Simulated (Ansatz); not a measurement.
# AlN: the cost of one run

Computed with Ansatz 0.2.0 (DFT PBE, scalar-relativistic, plane waves, PAW, unless a step's input says otherwise).

4 further runs of the same task are left out: 4 set aside as unsound or not needed.

## (1) The system as given

Symmetry: F-43m, No. 216, cubic system. Conventional cell: a = 4.403 Å, b = 4.403 Å, c = 4.403 Å, α = 90.00°, β = 90.00°, γ = 90.00°. Al (site symmetry -43m) has 4 N at 1.91 Å as nearest neighbours. Around N (site symmetry -43m) lie 4 Al at 1.91 Å.

Coordinates:

```cif
data_structure
_symmetry_space_group_name_H-M 'F-43m'
_symmetry_Int_Tables_number 216
_cell_length_a 4.4032
_cell_length_b 4.4032
_cell_length_c 4.4032
_cell_angle_alpha 90.000
_cell_angle_beta 90.000
_cell_angle_gamma 90.000
_cell_volume 85.37
loop_
_atom_site_label
_atom_site_type_symbol
_atom_site_symmetry_multiplicity
_atom_site_Wyckoff_symbol
_atom_site_fract_x
_atom_site_fract_y
_atom_site_fract_z
_atom_site_occupancy
Al1 Al 4 a 0.00000 0.00000 0.00000 1
N1 N 4 d 0.25000 0.75000 0.25000 1
```

It goes back to an entry of the Materials Project, which need not be the stable form.

It is built from the cell relaxed beforehand with the same method (10.67 Å³/atom).

## (2) The reference cell

The cell is repeated 4 times, 8 atoms in all. The reference gives a free energy of -3696.8439 eV, pressure 0.00 GPa, largest force 0.000 eV/Å and gap on the mesh 3.31 eV. It was computed beforehand with the settings of the runs below.

## (3) Next: rattled cells

All atoms are moved at random with no net shift, in some cells together with a random strain.

## (4) At rms move = 0.207 Å

File input.yaml:

```yaml
crystal:
  lattice:
    - [3.941056943, 0.0565654245, -0.0139212724]
    - [-0.0565654245, -4.5980132297, 0.0258720905]
    - [0.0139212724, 0.0258720905, -4.3414736516]
  atoms:
    - { symbol: Al, position: [0.5367988905, 0.4918629198, 0.943126742] }
    - { symbol: Al, position: [-0.0161003745, -0.0260392618, 1.036027224] }
    - { symbol: Al, position: [-0.0065668998, 0.5459714645, 0.4800005681] }
    - { symbol: Al, position: [0.4757109303, -0.01224251, 0.5032092293] }
    - { symbol: "N", position: [0.7627493772, 0.748751338, 0.7889491001] }
    - { symbol: "N", position: [0.2376967455, 0.2014255429, 0.7375781331] }
    - { symbol: "N", position: [0.2302806785, 0.7911191929, 0.2524409745] }
    - { symbol: "N", position: [0.7794306523, 0.2591513138, 0.2586680289] }
basis:
  ecutwfc: 420
kpoints:
  mp_grid: { grid: [6, 6, 6] }
hamiltonian:
  xc: pbe
scf:
  occupations: { method: gaussian, width: 0.05 }
output:
  forces: true
  stress: true
  eigenvalues: true
  write_density: true
  write_potential: true
  elf: true
  volumetric_format: npy
```

Command:

```bash
$ ansatz run input.yaml --threads 1 --pin off --max-ram 2560MiB --backend cpu --events-out ev --progress --plain --runs-dir out
```

**Question.** How long does this run take on 1 thread of AMD EPYC 7R43 (Zen 3), shared host, and how much memory does it need?

About 24 s, with a peak of 0.48 GiB.
